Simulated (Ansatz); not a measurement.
How far is this AlN from the hull?

All numbers below come from DFT PBE, scalar-relativistic, plane waves, PAW in Ansatz. Settings: cutoff 420 eV, Γ-centred meshes spaced at most about 0.3 Å⁻¹ (2π included), Gaussian smearing. No spin polarisation.

Energies over the elements count from the elements' standard structures at the same level (N₂ as a molecule), with no fitted energy shifts.

These are static total energies at zero pressure.

The competitors are the elements and 1 reference phase of this chemical system (from databases or known types: AlN), relaxed at the same level; other known phases may be missing.

The candidate was reached from: TiS type (P6_3/mmc).

```xyz
4
Lattice="2.8556 0.0000 0.0000 -1.4278 2.4730 0.0000 0.0000 0.0000 4.8832" Properties=species:S:1:pos:R:3 pbc="T T T"
Al    0.0000    0.0000    0.0000
Al    0.0000    0.0000    2.4416
N     0.0000    1.6487    1.2208
N     1.4278    0.8243    3.6624
```

**Question.** Is it stable, and against what?

**Answer.** Not the lowest form: another structure of the same formula lies lower. Its formation energy is -1.041 eV/atom. The lowest competing phase at this composition is this:

```
phase       space group             source  share of atoms  ΔE_f (eV/atom)
  AlN  P6_3mc (No. 186)  Materials Project          1.0000          -1.368
```

The candidate lies 0.33 eV/atom above this phase. The candidate matches no cell in the subsets of the Crystallography Open Database and the Materials Project at hand. A phase this far over the hull is unlikely to be made. It has the nickel arsenide type.
